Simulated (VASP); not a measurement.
Given:

```
CELL_PARAMETERS angstrom
      1.33346    -2.30963     0.00000
      1.33346     2.30963     0.00000
      0.00000     0.00000     4.32986
ATOMIC_POSITIONS crystal
  Be 0.66667 0.33333 0.50006
  Be 0.33333 0.66667 0.00006
  O  0.66667 0.33333 0.87794
  O  0.33333 0.66667 0.37794
```

Method: LDA (Ceperley-Alder, Perdew-Zunger), VASP's LDA PAW potentials (set 64) (plane waves; VASP 6.6.1). Settings: 520 eV cut-off, 11×11×6 Γ-centred mesh, tetrahedra with Blöchl corrections, potentials Be O.

Problem. Predict the energy per atom (σ→0).

Solution. 
```
Quantity                       Result
---------------------  --------------
energy per atom (σ→0)  -7865 meV/atom
```

The absolute energy has meaning only against runs of the same code, potentials and settings.

The compound is BeO in the wurtzite structure. It was relaxed first.
